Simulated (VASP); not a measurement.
# TiSi2 (Fddd) in VASP: settings compared, part 2 of 3

VASP 6.6.1.

### Step 3. Relaxation of cell and atoms, PBE+rVV10

INCAR

```
PREC     = Accurate       # precision mode
ENCUT    = 600            # plane-wave cutoff, eV
EDIFF    = 1E-6           # SCF threshold, eV
ISMEAR   = -1             # smearing method
SIGMA    = 0.05           # smearing width, eV
LREAL    = False          # projectors in reciprocal space
LASPH    = True           # aspherical terms in the spheres
NELM     = 100            # most SCF steps
ALGO     = Normal         # electronic algorithm
ISIF     = 3              # what is computed and relaxed
LWAVE    = False          # write WAVECAR
LCHARG   = False          # write CHGCAR
GGA      = PE             # functional
LUSE_VDW = True         
IVDW_NL  = 2            
BPARAM   = 10.0         
CPARAM   = 0.0093       
IBRION   = 2              # ionic algorithm
NSW      = 40             # ionic steps
EDIFFG   = -0.01          # ionic threshold
```

KPOINTS

```
Automatic mesh
0
Gamma
  7 7 7
```

POSCAR

```
TiSi2
1.0
    0.0000000000      4.1175163063      4.2628978354
    2.3895119538      0.0000000000      4.2628978354
    2.3895119538      4.1175163063      0.0000000000
Ti Si
2 4
Direct
    0.7500000000      0.7500000000      0.7500000000
    0.5000000000      0.5000000000      0.5000000000
    0.4125656100      0.0874343900      0.4125656100
    0.0874343900      0.4125656100      0.0874343900
    0.1625656100      0.8374343900      0.1625656100
    0.8374343900      0.1625656100      0.8374343900
```

Potentials or basis: VASP PAW PBE potentials, release 64 (Ti_sv, Si).

Started as:

```sh
$ cat potpaw_PBE.64/Ti_sv/POTCAR potpaw_PBE.64/Si/POTCAR > POTCAR
$ mpirun -np 1 vasp_std > vasp.out
```

OUTCAR:

```text
PREC = Accurate
   ENCUT = 600
   EDIFF = 1E-6
   ISMEAR = -1
   LREAL = False
   LASPH = True
   NELM = 100
   ISIF = 3
   GGA = PE
   IVDW_NL = 2
   BPARAM = 10.0
   IBRION = 2
   NSW = 40
   EDIFFG = -0.01

 ion  position               nearest neighbor table
   1  0.750  0.750  0.750-   6 2.55   5 2.55   6 2.55   5 2.55   3 2.74   3 2.74   4 2.74   4 2.74
                             3 2.78   4 2.78
   2  0.500  0.500  0.500-   4 2.55   3 2.55   4 2.55   3 2.55   5 2.74   5 2.74   6 2.74   6 2.74
                             5 2.78   6 2.78
   3  0.413  0.087  0.413-   6 2.52   6 2.52   2 2.55   2 2.55   4 2.68   1 2.74   1 2.74   1 2.78
                             4 2.79   4 2.79
   4  0.087  0.413  0.087-   5 2.52   5 2.52   2 2.55   2 2.55   3 2.68   1 2.74   1 2.74   1 2.78
                             3 2.79   3 2.79
   5  0.163  0.837  0.163-   4 2.52   4 2.52   1 2.55   1 2.55   6 2.68   2 2.74   2 2.74   2 2.78
                             6 2.79   6 2.79
   6  0.837  0.163  0.837-   3 2.52   3 2.52   1 2.55   1 2.55   5 2.68   2 2.74   2 2.74   2 2.78
                             5 2.79   5 2.79

  LATTYP: Found a face centered orthorhombic cell.
 ALAT       =     4.7790239076
 B/A-ratio  =     1.7231620456
 C/A-ratio  =     1.7840035613

  Lattice vectors:

 A1 = (   0.0000000000,   4.1175163063,   4.2628978354)
 A2 = (   2.3895119538,   0.0000000000,   4.2628978354)
 A3 = (   2.3895119538,   4.1175163063,   0.0000000000)

Analysis of symmetry for initial positions (statically):
=====================================================================
 Subroutine PRICEL returns:
 Original cell was already a primitive cell.

 Routine SETGRP: Setting up the symmetry group for a
 face centered orthorhombic supercell.

 Subroutine GETGRP returns: Found  8 space group operations
 (whereof  4 operations were pure point group operations)
 out of a pool of  8 trial point group operations.

The static configuration has the point symmetry D_2 .
 The point group associated with its full space group is D_2h.

Analysis of symmetry for dynamics (positions and initial velocities):
=====================================================================
 Subroutine PRICEL returns:
 Original cell was already a primitive cell.

 Routine SETGRP: Setting up the symmetry group for a
 face centered orthorhombic supercell.

 Subroutine GETGRP returns: Found  8 space group operations
 (whereof  4 operations were pure point group operations)
 out of a pool of  8 trial point group operations.

The dynamic configuration has the point symmetry D_2 .
 The point group associated with its full space group is D_2h.

 Subroutine INISYM returns: Found  8 space group operations
 (whereof  4 operations are pure point group operations),
 and found     1 'primitive' translations

----------------------------------------------------------------------------------------

                                     Primitive cell

  volume of cell :      83.8841

  direct lattice vectors                    reciprocal lattice vectors
     0.000000000  4.117516306  4.262897835    -0.209247750  0.121432427  0.117291106
     2.389511954  0.000000000  4.262897835     0.209247750 -0.121432427  0.117291106
     2.389511954  4.117516306  0.000000000     0.209247750  0.121432427 -0.117291106

  length of vectors
[... 88 lines left out ...]
   ENCUT  =  600.0 eV  44.10 Ry    6.64 a.u.  11.84  9.76  9.51*2*pi/ulx,y,z
   NELM   =    100;   NELMIN=  2; NELMDL= -5     # of ELM steps
   EDIFF  = 0.1E-05   stopping-criterion for ELM
   LREAL  =      F    real-space projection
   EDIFFG = -.1E-01   stopping-criterion for IOM
   NSW    =     40    number of steps for IOM
   IBRION =      2    ionic relax: 0-MD 1-quasi-New 2-CG
   NFREE  =      1    steps in history (QN), initial steepest desc. (CG)
   ISIF   =      3    stress and relaxation
   ISYM   =      2    0-nonsym 1-usesym 2-fastsym
   POTIM  = 0.5000    time-step for ionic-motion
   TEBEG  =    0.0;   TEEND  =   0.0 temperature during run
   PSTRESS=    0.0 pullay stress
   NELECT =      40.0000    total number of electrons
   NUPDOWN=      -1.0000    fix difference up-down
   EMIN   =  10.00;   EMAX   =-10.00  energy-range for DOS
   EFERMI =   0.00;   METHOD = LEGACY
   ISMEAR =    -1;   SIGMA  =   0.05  broadening in eV -4-tet -1-fermi 0-gaus
   EFERMI_NEDOS =   21; number of points for ismear=-14 and -15
   IALGO  =     38    algorithm
   IMIX   =      4    mixing-type and parameters
     AMIX     =   0.40;   BMIX     =  1.00
     AMIX_MAG =   1.60;   BMIX_MAG =  1.00
  volume/ion in A,a.u.               =      13.98        94.35
  Fermi-wavevector in a.u.,A,eV,Ry     =   1.278994  2.416947 22.256742  1.635824
  Thomas-Fermi vector in A             =   2.411504
   LORBIT       =      0    0 simple, 1 ext, 2 COOP (PROOUT), +10 PAW based schemes
   GGA     = PE    functional components
   LHFCALC =     F    Hartree Fock is set to
   AEXX    =    0.0000 exact exchange contribution
   IVDW_NL    =     2    kernel type
   BPARAM     =10.0000
   IVDW    =     0    specifies the selected vdW correction
   LEPSILON=     F    determine dielectric tensor
   LRPA    =     F    only Hartree local field effects (RPA)
 conjugate gradient relaxation of ions
 non-spin polarized calculation
  energy-cutoff  :      600.00
  volume of cell :       83.88
 maximum number of plane-waves:      2831
   NGX = 23   NGY = 19   NGZ = 19

--------------------------------------- Ionic step        1  -------------------------------------------

 number of electron      39.9999999 magnetization

 Free energy of the ion-electron system (eV)
  ---------------------------------------------------
  ext. energy  EPLUGINS =         0.00000000
  ---------------------------------------------------
  free energy    TOTEN  =       -39.84174179 eV

  energy without entropy =      -39.82155147  energy(sigma->0) =      -39.83164663

------------------------ aborting loop because EDIFF is reached ----------------------------------------

  FORCE on cell =-STRESS in cart. coord.  units (eV):
  Direction    XX          YY          ZZ          XY          YZ          ZX
  --------------------------------------------------------------------------------------
  -------------------------------------------------------------------------------------
  Total        0.7728588     -0.0926480      1.1591742      0.0000000      0.0000000      0.0000000
  in kB       14.7615262     -1.7695673     22.1401129      0.0000000      0.0000000      0.0000000
  external PRESSURE =      11.7106906 kB  Pullay stress =       0.0000000 kB
[... 101 lines left out ...]
  FREE ENERGIE OF THE ION-ELECTRON SYSTEM (eV)
  ---------------------------------------------------
  free  energy   TOTEN  =       -39.8457647444 eV

  energy  without entropy=      -39.8255135654  energy(sigma->0) =      -39.83563915

[... ionic steps 4 to 7 ...]

--------------------------------------- Ionic step        8  -------------------------------------------

 number of electron      39.9999999 magnetization

------------------------ aborting loop because EDIFF is reached ----------------------------------------
[... 75 lines left out ...]
--------------------------------------- Ionic step       10  -------------------------------------------

 number of electron      39.9999999 magnetization

 Free energy of the ion-electron system (eV)
  ---------------------------------------------------
  ext. energy  EPLUGINS =         0.00000000
  ---------------------------------------------------
  free energy    TOTEN  =       -39.84588635 eV

  energy without entropy =      -39.82575104  energy(sigma->0) =      -39.83581869

 E-fermi :  10.0967     XC(G=0): -11.7219

 val. band max:       10.0960126968   @ k =  -0.4286   0.1429  -0.0000
 cond. band min:      10.1046785400   @ k =  -0.1429   0.1429   0.2857
 fundamental gap:      0.0086658433
 Fermi energy:        10.0966644542

 k-point     1 :       0.0000    0.0000    0.0000
  band No.  band energies     occupation
      1     -46.1678      2.00000
      2     -46.1400      2.00000
      3     -22.5457      2.00000
      4     -22.5426      2.00000
      5     -22.4561      2.00000
      6     -22.4414      2.00000
[... 637 lines left out ...]
     23      13.0858      0.00000
     24      13.1914      0.00000

 [... further k-points ...]

------------------------ aborting loop because EDIFF is reached ----------------------------------------

  FORCE on cell =-STRESS in cart. coord.  units (eV):
  Direction    XX          YY          ZZ          XY          YZ          ZX
  --------------------------------------------------------------------------------------
  -------------------------------------------------------------------------------------
  Total       -0.0086408     -0.0040420     -0.0125677      0.0000000      0.0000000      0.0000000
  in kB       -0.1639143     -0.0766757     -0.2384063      0.0000000      0.0000000      0.0000000
  external PRESSURE =      -0.1596654 kB  Pullay stress =       0.0000000 kB
[... 21 lines left out ...]
  FREE ENERGIE OF THE ION-ELECTRON SYSTEM (eV)
  ---------------------------------------------------
  free  energy   TOTEN  =       -39.8458863465 eV

  energy  without entropy=      -39.8257510371  energy(sigma->0) =      -39.83581869

 reached required accuracy - stopping structural energy minimisation
```

It took 12 min on 1 thread of Intel Xeon 6975P-C (Granite Rapids), shared host; peak memory 0.63 GiB.

Results:

```yaml
Free_energy: -39.8459 eV
Relaxed_volume: 14.08 Å³/atom
Relaxed_cell: a = 5.938 Å, b = 4.909 Å, c = 4.760 Å, α = 75.76°, β = 53.25°, γ = 50.99°
Space_group_after_relaxing_to_0.05_Å: Fddd (No. 70)
Energy_gained_by_relaxing: 0.7 meV/atom
Ionic_steps: 10
Pressure_after_relaxing: 0.0 GPa
Largest_force_after_relaxing: 0.008 eV/Å
Band_gap_on_the_k_mesh: none (metal or under the smearing width)
```

Forces in eV/Å, atoms in the order of the input:
```
Ti   0.000  0.000  0.000
Ti   0.000  0.000  0.000
Si   0.000  0.008  0.000
Si   0.000 -0.008  0.000
Si   0.000  0.008  0.000
Si   0.000 -0.008  0.000
```

Step by step:
```csv
step,energy change (eV),largest force (eV/Å),pressure (GPa),volume (Å³)
1,0.0000,0.0259,1.17,83.88
2,-0.0006,0.0039,-1.23,85.13
3,-0.0040,0.0145,-0.10,84.53
4,-0.0040,0.0143,-0.13,84.54
5,-0.0041,0.0107,0.00,84.45
6,-0.0041,0.0109,0.01,84.45
7,-0.0041,0.0112,0.01,84.46
8,-0.0041,0.0114,-0.01,84.47
9,-0.0041,0.0116,0.00,84.46
10,-0.0041,0.0083,-0.02,84.46
```

Final structure:
```
Ti Si
1.0
     0.00000    4.11216    4.28324
     2.39760    0.00000    4.28324
     2.39760    4.11216    0.00000
Ti Si
2 4
Direct
  0.75000 0.75000 0.75000
  0.50000 0.50000 0.50000
  0.41277 0.08723 0.41277
  0.08723 0.41277 0.08723
  0.16277 0.83723 0.16277
  0.83723 0.16277 0.83723
```

Levels at points of the mesh, in eV from the Fermi level:
```csv
k point,band 17,band 18,band 19,band 20,band 21,band 22,band 23,band 24
"(0.00, 0.00, 0.00)",-2.28,-2.05,-1.78,-1.34,-0.91,2.05,3.09,3.30
```

Caveat: pairwise dispersion overbinds metals, which lowers pressure and volume.

### Step 4. Relaxation of cell and atoms, PBE+TS

INCAR

```
PREC = Accurate
ENCUT = 600
EDIFF = 1E-6
ISMEAR = -1
SIGMA = 0.05
LREAL = False
LASPH = True
NELM = 100
ALGO = Normal
ISIF = 3
LWAVE = False
LCHARG = False
GGA = PE
IVDW = 2
IBRION = 2
NSW = 40
EDIFFG = -0.02
```

KPOINTS

```
regular mesh
0
Gamma
  7 7 7
```

POSCAR is that of step 3.

Started as:

```sh
$ cat potpaw_PBE.64/Ti_sv/POTCAR potpaw_PBE.64/Si/POTCAR > POTCAR
$ mpirun -np 1 vasp_std > vasp.out
```

Run time: 7 min. Hardware: 1 thread of Intel Xeon 6975P-C (Granite Rapids), shared host; peak memory 0.37 GiB.

It converged, with:

```yaml
Free_energy: -44.5399 eV
Relaxed_volume: 13.54 Å³/atom
Relaxed_cell: a = 5.860 Å, b = 4.858 Å, c = 4.686 Å, α = 75.74°, β = 53.46°, γ = 50.80°
Space_group_after_relaxing_to_0.05_Å: Fddd (No. 70)
Energy_gained_by_relaxing: 7.4 meV/atom
Ionic_steps: 9
Pressure_after_relaxing: 0.0 GPa
Band_gap_on_the_k_mesh: none (metal or under the smearing width)
Hirshfeld_charges: Ti +0.20; Si -0.10 e
Dispersion_energy_per_atom: -0.653 eV
```

Stress tensor (GPa, compression positive):
```
 0.03  0.00  0.00
 0.00 -0.06  0.00
 0.00  0.00 -0.06
```

Step by step:
```tsv
step	energy change (eV)	largest force (eV/Å)	pressure (GPa)	volume (Å³)
1	0.0000	0.0607	-4.70	83.88
2	-0.0069	0.0575	4.90	78.99
3	-0.0413	0.0602	-0.06	81.33
4	-0.0413	0.0600	0.30	81.15
5	-0.0438	0.0275	-0.12	81.22
6	-0.0441	0.0358	-0.04	81.20
7	-0.0441	0.0389	0.01	81.20
8	-0.0443	0.0260	0.00	81.21
9	-0.0444	0.0006	-0.03	81.23
```

Final structure:
```
CELL_PARAMETERS angstrom
0.00000 4.04321 4.24201
2.36791 0.00000 4.24201
2.36791 4.04321 0.00000
ATOMIC_POSITIONS crystal
Ti 0.75000 0.75000 0.75000
Ti 0.50000 0.50000 0.50000
Si 0.41361 0.08639 0.41361
Si 0.08639 0.41361 0.08639
Si 0.16361 0.83639 0.16361
Si 0.83639 0.16361 0.83639
```

Levels at points of the mesh, in eV from the Fermi level:
| k point | band 18 | band 19 | band 20 | band 21 | band 22 | band 23 |
| --- | --- | --- | --- | --- | --- | --- |
| (0.00, 0.00, 0.00) | -2.03 | -1.78 | -1.35 | -0.93 | 2.12 | 3.24 |

Caveat: atom-pairwise D2, TS and ULG terms overbind metals; pairwise dispersion overbinds metals, which lowers pressure and volume.

(Continued in part 3 of 3.)
